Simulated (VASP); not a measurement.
Here is a VASP 6.6.1 calculation.

INCAR

```
SYSTEM = Si
PREC     = Accurate       ! precision mode
ENCUT    = 600            ! plane-wave cutoff, eV
EDIFF    = 1E-6           ! SCF threshold, eV
ISMEAR   = 0              ! smearing method
SIGMA    = 0.02           ! smearing width, eV
LREAL    = .False.        ! projectors in reciprocal space
LASPH    = .True.         ! aspherical terms in the spheres
NELM     = 80             ! most SCF steps
ALGO     = Fast           ! electronic algorithm
ISIF     = 3              ! what is computed and relaxed
LWAVE    = .False.        ! write WAVECAR
LCHARG   = .False.        ! write CHGCAR
GGA      = PE             ! functional
IBRION   = 2              ! ionic algorithm
NSW      = 100            ! ionic steps
EDIFFG   = -0.005         ! ionic threshold
```

The input KPOINTS:

```
Automatic mesh
0
Gamma
  10 10 10
  0 0 0
```

The input POSCAR:

```
Si
1.0
    0.0000000000     -2.7154700000     -2.7154700000
    2.7154700000      0.0000000000     -2.7154700000
    2.7154700000     -2.7154700000      0.0000000000
Si
2
Direct
    0.0000000000      0.0000000000      0.0000000000
    0.7500000000      0.7500000000      0.7500000000
```

Potentials or basis: VASP PAW PBE potentials, release 64 (Si).

The run is started by

```console
$ cat potpaw_PBE.64/Si/POTCAR > POTCAR
$ mpirun -np 1 vasp_std > vasp.out
```

**Question.** What does it give for the relaxed volume?

**Answer.** 20.44 Å³/atom.

**Question.** Estimate the relaxed cell.

**Answer.** a = 3.867 Å, b = 3.867 Å, c = 3.867 Å, α = 60.00°, β = 60.00°, γ = 60.00°.

**Question.** What does it give for the band gap on the k mesh?

**Answer.** 0.62 eV, indirect (least direct gap 2.56 eV).

The path:
| step | energy change (eV) | largest force (eV/Å) | pressure (GPa) | volume (Å³) |
| --- | --- | --- | --- | --- |
| 1 | 0.0000 | 0.0000 | 1.93 | 40.05 |
| 2 | -0.0028 | 0.0000 | -1.21 | 41.46 |
| 3 | -0.0050 | 0.0000 | 0.01 | 40.89 |

A k mesh can miss the band edges. Zero-point motion and thermal expansion aren't in these numbers.
